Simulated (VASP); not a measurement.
# Ni (Fm-3m) in VASP: a series of runs

The runs below take Ni through relaxation of cell and atoms, with PBE+D3(BJ).

Program: VASP 6.6.1. These are calculated values, not measurements. Logs are shortened: lines on timing, memory, paths and dates and some standing lists are left out, and cuts for length are marked.

**1. Starting point**

The structure is cubic, space group Fm-3m (No. 225). Conventional cell: a = 3.524 Å, b = 3.524 Å, c = 3.524 Å, α = 90.00°, β = 90.00°, γ = 90.00°. Around Ni (site symmetry m-3m) lie 12 Ni at 2.49 Å.

**2. Relaxation of cell and atoms, PBE+D3(BJ), collinear spin, ferromagnetic start**

The input, INCAR:

```
ALGO = Fast
EDIFF = 1E-7
EDIFFG = -0.002
ENCUT = 520
GGA = PE
IBRION = 2
ISIF = 3
ISMEAR = 0
ISPIN = 2
IVDW = 12
LASPH = T
LCHARG = F
LMAXMIX = 4
LORBIT = 11
LREAL = F
LWAVE = F
MAGMOM = 0.8
NELM = 100
NSW = 80
PREC = Accurate
SIGMA = 0.1
```

The input, KPOINTS:

```
k-points
0
Gamma
  20 20 20
```

The input, POSCAR:

```
Ni
1.0
    0.0000000000      1.7619350000      1.7619350000
    1.7619350000      0.0000000000      1.7619350000
    1.7619350000      1.7619350000      0.0000000000
Ni
1
Direct
    0.0000000000      0.0000000000      0.0000000000
```

Potentials or basis: VASP PAW PBE potentials, release 64 (Ni).

Started as:

```bash
$ cat potpaw_PBE.64/Ni/POTCAR > POTCAR
$ mpirun -np 1 vasp_std > vasp.out
```

OUTCAR:

```text
EDIFF = 1E-7
   EDIFFG = -0.002
   ENCUT = 520
   GGA = PE
   IBRION = 2
   ISIF = 3
   ISMEAR = 0
   ISPIN = 2
   IVDW = 12
   LASPH = T
   LORBIT = 11
   LREAL = F
   NELM = 100
   NSW = 80
   PREC = Accurate
 IVDW          = 12

 ion  position               nearest neighbor table
   1  0.000  0.000  0.000-

  LATTYP: Found a face centered cubic cell.
 ALAT       =     3.5238700000

  Lattice vectors:

 A1 = (   0.0000000000,   1.7619350000,   1.7619350000)
 A2 = (   1.7619350000,   0.0000000000,   1.7619350000)
 A3 = (   1.7619350000,   1.7619350000,   0.0000000000)

Analysis of symmetry for initial positions (statically):
=====================================================================
 Subroutine PRICEL returns:
 Original cell was already a primitive cell.

 Routine SETGRP: Setting up the symmetry group for a
 face centered cubic supercell.

 Subroutine GETGRP returns: Found 48 space group operations
 (whereof 48 operations were pure point group operations)
 out of a pool of 48 trial point group operations.

The static configuration has the point symmetry O_h .

Analysis of symmetry for dynamics (positions and initial velocities):
=====================================================================
 Subroutine PRICEL returns:
 Original cell was already a primitive cell.

 Routine SETGRP: Setting up the symmetry group for a
 face centered cubic supercell.

 Subroutine GETGRP returns: Found 48 space group operations
 (whereof 48 operations were pure point group operations)
 out of a pool of 48 trial point group operations.

The dynamic configuration has the point symmetry O_h .

Analysis of structural, dynamic, and magnetic symmetry:
=====================================================================
 Subroutine PRICEL returns:
 Original cell was already a primitive cell.

 Routine SETGRP: Setting up the symmetry group for a
 face centered cubic supercell.

 Subroutine GETGRP returns: Found 48 space group operations
 (whereof 48 operations were pure point group operations)
 out of a pool of 48 trial point group operations.

The overall configuration has the point symmetry O_h .

 Subroutine INISYM returns: Found 48 space group operations
 (whereof 48 operations are pure point group operations),
 and found     1 'primitive' translations

----------------------------------------------------------------------------------------

                                     Primitive cell

  volume of cell :      10.9396

  direct lattice vectors                    reciprocal lattice vectors
     0.000000000  1.761935000  1.761935000    -0.283778914  0.283778914  0.283778914
     1.761935000  0.000000000  1.761935000     0.283778914 -0.283778914  0.283778914
     1.761935000  1.761935000  0.000000000     0.283778914  0.283778914 -0.283778914

  length of vectors
     2.491752373  2.491752373  2.491752373     0.491519496  0.491519496  0.491519496

  position of ions in fractional coordinates (direct lattice)
     0.000000000  0.000000000  0.000000000

  ion indices of the primitive-cell ions
   primitive index   ion index
                 1           1

----------------------------------------------------------------------------------------

 KPOINTS: k-points

Automatic generation of k-mesh.
 Grid dimensions read from file:
 generate k-points for:   20   20   20

 Generating k-lattice:

  Cartesian coordinates                     Fractional coordinates (reciprocal lattice)
    -0.014188946  0.014188946  0.014188946     0.050000000  0.000000000  0.000000000
     0.014188946 -0.014188946  0.014188946     0.000000000  0.050000000  0.000000000
     0.014188946  0.014188946 -0.014188946     0.000000000  0.000000000  0.050000000

  Length of vectors
     0.024575975  0.024575975  0.024575975

  Shift w.r.t. Gamma in fractional coordinates (k-lattice)
     0.000000000  0.000000000  0.000000000

 Subroutine IBZKPT returns following result:
 ===========================================

 Found    256 irreducible k-points:

 Following reciprocal coordinates:
            Coordinates               Weight
  0.000000  0.000000  0.000000      1.000000
  0.050000  0.000000  0.000000      8.000000
  0.100000  0.000000  0.000000      8.000000
  0.150000  0.000000  0.000000      8.000000
  0.200000  0.000000  0.000000      8.000000
  0.250000  0.000000  0.000000      8.000000
[... 16 lines left out ...]
 -0.400000  0.050000  0.000000     24.000000
 -0.350000  0.050000  0.000000     24.000000
 [... further k-points ...]
   k-points           NKPTS =    256   k-points in BZ     NKDIM =    256   number of bands    NBANDS=      9
   number of dos      NEDOS =    301   number of ions     NIONS =      1
   total plane-waves  NPLWV =   8000
   dimension x,y,z NGX =    20 NGY =   20 NGZ =   20
   dimension x,y,z NGXF=    40 NGYF=   40 NGZF=   40
   ions per type =               1
   NGX,Y,Z   is equivalent  to a cutoff of  13.34, 13.34, 13.34 a.u.
   NGXF,Y,Z  is equivalent  to a cutoff of  26.69, 26.69, 26.69 a.u.
 SYSTEM =  unknown system
   PREC   = accura    normal or accurate (medium, high low for compatibility)
   ISTART =      0    job   : 0-new  1-cont  2-samecut
   ICHARG =      2    charge: 1-file 2-atom 10-const
   ISPIN  =      2    spin polarized calculation?
   LNONCOLLINEAR =      F non collinear calculations
   LSORBIT =      F    spin-orbit coupling
   LASPH  =      T    aspherical Exc in radial PAW
   ENCUT  =  520.0 eV  38.22 Ry    6.18 a.u.   4.63  4.63  4.63*2*pi/ulx,y,z
   NELM   =    100;   NELMIN=  2; NELMDL= -5     # of ELM steps
   EDIFF  = 0.1E-06   stopping-criterion for ELM
   LREAL  =      F    real-space projection
   EDIFFG = -.2E-02   stopping-criterion for IOM
   NSW    =     80    number of steps for IOM
   IBRION =      2    ionic relax: 0-MD 1-quasi-New 2-CG
   NFREE  =      1    steps in history (QN), initial steepest desc. (CG)
   ISIF   =      3    stress and relaxation
   ISYM   =      2    0-nonsym 1-usesym 2-fastsym
   POTIM  = 0.5000    time-step for ionic-motion
   TEBEG  =    0.0;   TEEND  =   0.0 temperature during run
   PSTRESS=    0.0 pullay stress
   NELECT =      10.0000    total number of electrons
   NUPDOWN=      -1.0000    fix difference up-down
   EMIN   =  10.00;   EMAX   =-10.00  energy-range for DOS
   EFERMI =   0.00;   METHOD = LEGACY
   ISMEAR =     0;   SIGMA  =   0.10  broadening in eV -4-tet -1-fermi 0-gaus
   EFERMI_NEDOS =   21; number of points for ismear=-14 and -15
   IALGO  =     68    algorithm
   IMIX   =      4    mixing-type and parameters
     AMIX     =   0.40;   BMIX     =  1.00
     AMIX_MAG =   1.60;   BMIX_MAG =  1.00
  volume/ion in A,a.u.               =      10.94        73.82
  Fermi-wavevector in a.u.,A,eV,Ry     =   1.588821  3.002436 34.345893  2.524352
  Thomas-Fermi vector in A             =   2.687765
   LORBIT       =     11    0 simple, 1 ext, 2 COOP (PROOUT), +10 PAW based schemes
   GGA     = PE    functional components
   LHFCALC =     F    Hartree Fock is set to
   AEXX    =    0.0000 exact exchange contribution
   IVDW    =    12    specifies the selected vdW correction
   LEPSILON=     F    determine dielectric tensor
   LRPA    =     F    only Hartree local field effects (RPA)
 conjugate gradient relaxation of ions
 spin polarized calculation
 RMM-DIIS sequential band-by-band and
 Gauss-broadening in eV      SIGMA  =   0.10
  energy-cutoff  :      520.00
  volume of cell :       10.94
 maximum number of plane-waves:       306
   NGX =  9   NGY =  9   NGZ =  9

--------------------------------------- Ionic step        1  -------------------------------------------

 number of electron      10.0000010 magnetization       0.6290515

 Free energy of the ion-electron system (eV)
  ---------------------------------------------------
  ext. energy  EPLUGINS =         0.00000000
  ---------------------------------------------------
  free energy    TOTEN  =        -5.47497963 eV

  energy without entropy =       -5.46615971  energy(sigma->0) =       -5.47056967

------------------------ aborting loop because EDIFF is reached ----------------------------------------

 Edisp (eV)   -0.46023

 E8    (eV) :    -0.1989

  FORCE on cell =-STRESS in cart. coord.  units (eV):
  Direction    XX          YY          ZZ          XY          YZ          ZX
  --------------------------------------------------------------------------------------
  -------------------------------------------------------------------------------------
  Total      -0.53154    -0.53154    -0.53154    -0.00000     0.00000     0.00000
  in kB     -77.84847   -77.84847   -77.84847    -0.00000     0.00000     0.00000
  external pressure =      -77.85 kB  Pullay stress =        0.00 kB
[... 20 lines left out ...]
  energy  without entropy=       -5.9263922302  energy(sigma->0) =       -5.93080219

--------------------------------------- Ionic step        2  -------------------------------------------

 number of electron       9.9999992 magnetization       0.6176677

 E-fermi :  10.4424     XC(G=0): -13.6890

 val. band max:       10.4411945838   @ k =   0.4500   0.1500   0.0500
 cond. band min:      10.4429544992   @ k =  -0.2500   0.1000   0.0000
 fundamental gap:      0.0017599155
 Fermi energy:        10.4424260936

 spin component 1

 k-point     1 :       0.0000    0.0000    0.0000
  band No.  band energies     occupation
      1       0.9154      1.00000
      2       7.8176      1.00000
      3       7.8176      1.00000
      4       7.8176      1.00000
      5       9.1175      1.00000
      6       9.1175      1.00000
      7      34.7786      0.00000
      8      39.2132      0.00000
      9      39.2132      0.00000
[... 721 lines left out ...]
  energy  without entropy=       -5.9376675667  energy(sigma->0) =       -5.94187760

--------------------------------------- Ionic step        6  -------------------------------------------

 number of electron      10.0000000 magnetization       0.6231870

 Free energy of the ion-electron system (eV)
  ---------------------------------------------------
  ext. energy  EPLUGINS =         0.00000000
  ---------------------------------------------------
  free energy    TOTEN  =        -5.46662258 eV

  energy without entropy =       -5.45821104  energy(sigma->0) =       -5.46241681

 E-fermi :   9.8750     XC(G=0): -13.4608

 val. band max:        9.8733225279   @ k =   0.4000   0.0000   0.0000
 cond. band min:       9.8760455612   @ k =  -0.2500   0.1000   0.0000
 fundamental gap:      0.0027230333
 Fermi energy:         9.8749623840

 spin component 1

 k-point     1 :       0.0000    0.0000    0.0000
  band No.  band energies     occupation
      1       0.6208      1.00000
      2       7.3498      1.00000
      3       7.3498      1.00000
      4       7.3498      1.00000
      5       8.5845      1.00000
      6       8.5845      1.00000
      7      33.8916      0.00000
      8      38.0240      0.00000
      9      38.0240      0.00000
[... 600 lines left out ...]
  FREE ENERGIE OF THE ION-ELECTRON SYSTEM (eV)
  ---------------------------------------------------
  free  energy   TOTEN  =        -5.9460920945 eV

  energy  without entropy=       -5.9376805531  energy(sigma->0) =       -5.94188632

 reached required accuracy - stopping structural energy minimisation

 total charge

# of ion       s       p       d       tot
------------------------------------------
    1        0.513   0.530   8.331   9.373

 magnetization (x)

# of ion       s       p       d       tot
------------------------------------------
    1       -0.006  -0.025   0.664   0.632
```

It took 2.3 min on 1 thread of Intel Xeon Platinum 8488C (Sapphire Rapids), shared host; peak memory 0.19 GiB.

What came out:

```yaml
Free_energy: -5.9461 eV
Relaxed_volume: 10.51 Å³/atom
Relaxed_cell: a = 2.459 Å, b = 2.459 Å, c = 2.459 Å, α = 60.00°, β = 60.00°, γ = 60.00°
Space_group_after_relaxing_to_0.05_Å: Fm-3m (No. 225)
Energy_gained_by_relaxing: 10.9 meV/atom
Ionic_steps: 6
Pressure_after_relaxing: 0.0 GPa
Band_gap_on_the_k_mesh: none (metal or under the smearing width)
Net_moment: 0.62 μB per cell
Site_moments: Ni +0.63 μB
Valence_electrons_inside_the_program's_atomic_spheres: Ni 9.37
Dispersion_energy_per_atom: -0.479 eV
```

Step by step:
```tsv
step	energy change (eV)	largest force (eV/Å)	pressure (GPa)	volume (Å³)
1	0.0000	0.0000	-7.78	10.94
2	-0.0003	0.0000	9.06	10.12
3	-0.0109	0.0000	-0.05	10.51
4	-0.0109	0.0000	0.17	10.50
5	-0.0109	0.0000	-0.19	10.52
6	-0.0109	0.0000	0.02	10.51
```

Final structure:
```cif
data_structure
_symmetry_space_group_name_H-M 'P 1'
_symmetry_Int_Tables_number 1
_cell_length_a 2.4587
_cell_length_b 2.4587
_cell_length_c 2.4587
_cell_angle_alpha 60.000
_cell_angle_beta 60.000
_cell_angle_gamma 60.000
_cell_volume 10.51
loop_
_atom_site_label
_atom_site_type_symbol
_atom_site_fract_x
_atom_site_fract_y
_atom_site_fract_z
_atom_site_occupancy
Ni1 Ni 0.00000 0.00000 0.00000 1
```

Levels at points of the mesh, in eV from the Fermi level:
Spin up:
```csv
k point,band 3,band 4,band 5,band 6,band 7,band 8
"(0.00, 0.00, 0.00)",-2.53,-2.53,-1.29,-1.29,24.02,28.15
"(0.50, 0.00, 0.00)",-2.51,-0.60,-0.60,-0.36,5.91,22.49
"(0.50, 0.50, 0.00)",-0.54,-0.46,-0.46,2.47,9.53,15.15
```
Spin down:
```
           k point  band 1  band 2  band 3  band 4  band 5  band 6  band 7  band 8  band 9
(0.00, 0.00, 0.00)   -9.29   -1.78   -1.78   -1.78   -0.71   -0.71   23.86   28.13   28.13
(0.50, 0.00, 0.00)   -4.60   -1.90   -1.90   -0.42    0.16    0.16    6.34   22.35   25.37
(0.50, 0.50, 0.00)   -4.52   -3.77    0.07    0.40    0.40    2.43    9.78   15.16   15.16
```

Caveat: pairwise dispersion overbinds metals, which lowers pressure and volume.

**3. Relaxation of cell and atoms, PBE+D3(BJ), collinear spin, ferromagnetic start**

This run uses another cell than the first one, of 10.51 Å³/atom, 0.961 times its volume.

INCAR is that of step 2.

KPOINTS is that of step 2.

The input, POSCAR:

```
Ni                                      
1.0
   -0.0000000000      1.7385908598      1.7385908598
    1.7385908598      0.0000000000      1.7385908598
    1.7385908598      1.7385908598     -0.0000000000
  Ni            
     1
Direct
     0.0000000000000000    1.0000000000000000    0.0000000000000000
```

Potentials or basis: VASP PAW PBE potentials, release 64 (Ni).

Started as:

```bash
$ cat potpaw_PBE.64/Ni/POTCAR > POTCAR
$ mpirun -np 1 vasp_std > vasp.out
```

Wall time 62 s (1 thread of Intel Xeon Platinum 8488C (Sapphire Rapids), shared host); peak memory 0.17 GiB.

The run converged. Its results:

| Item | Value |
| --- | --- |
| Free energy | -5.9460 eV |
| Relaxed volume | 10.51 Å³/atom |
| Relaxed cell | a = 2.459 Å, b = 2.459 Å, c = 2.459 Å, α = 60.00°, β = 60.00°, γ = 60.00° |
| Space group after relaxing (to 0.05 Å) | Fm-3m (No. 225) |
| Energy gained by relaxing | 0.0 meV/atom |
| Ionic steps | 5 |
| Pressure after relaxing | 0.0 GPa |
| Band gap on the k mesh | none (metal or under the smearing width) |
| Net moment | 0.62 μB per cell |
| Site moments | Ni +0.63 μB |
| Valence electrons inside the program's atomic spheres | Ni 9.37 |
| Dispersion energy per atom | -0.479 eV |

Final structure:
```cif
data_structure
_symmetry_space_group_name_H-M 'P 1'
_symmetry_Int_Tables_number 1
_cell_length_a 2.4589
_cell_length_b 2.4589
_cell_length_c 2.4589
_cell_angle_alpha 60.000
_cell_angle_beta 60.000
_cell_angle_gamma 60.000
_cell_volume 10.51
loop_
_atom_site_label
_atom_site_type_symbol
_atom_site_fract_x
_atom_site_fract_y
_atom_site_fract_z
_atom_site_occupancy
Ni1 Ni 0.00000 0.00000 0.00000 1
```

Levels at points of the mesh, in eV from the Fermi level:
Spin up:
| k point | band 2 | band 3 | band 4 | band 5 | band 6 | band 7 | band 8 | band 9 |
| --- | --- | --- | --- | --- | --- | --- | --- | --- |
| (0.00, 0.00, 0.00) | -2.52 | -2.52 | -2.52 | -1.29 | -1.29 | 24.02 | 28.15 | 28.15 |
| (0.50, 0.00, 0.00) | -2.51 | -2.51 | -0.60 | -0.60 | -0.36 | 5.91 | 22.49 | 25.28 |
| (0.50, 0.50, 0.00) | -4.38 | -0.54 | -0.46 | -0.46 | 2.47 | 9.53 | 15.15 | 15.15 |
Spin down:
| k point | band 2 | band 3 | band 4 | band 5 | band 6 | band 7 | band 8 | band 9 |
| --- | --- | --- | --- | --- | --- | --- | --- | --- |
| (0.00, 0.00, 0.00) | -1.78 | -1.78 | -1.78 | -0.71 | -0.71 | 23.86 | 28.12 | 28.12 |
| (0.50, 0.00, 0.00) | -1.90 | -1.90 | -0.42 | 0.16 | 0.16 | 6.34 | 22.35 | 25.37 |
| (0.50, 0.50, 0.00) | -3.77 | 0.07 | 0.40 | 0.40 | 2.43 | 9.77 | 15.16 | 15.16 |

Caveat: pairwise dispersion overbinds metals, which lowers pressure and volume.
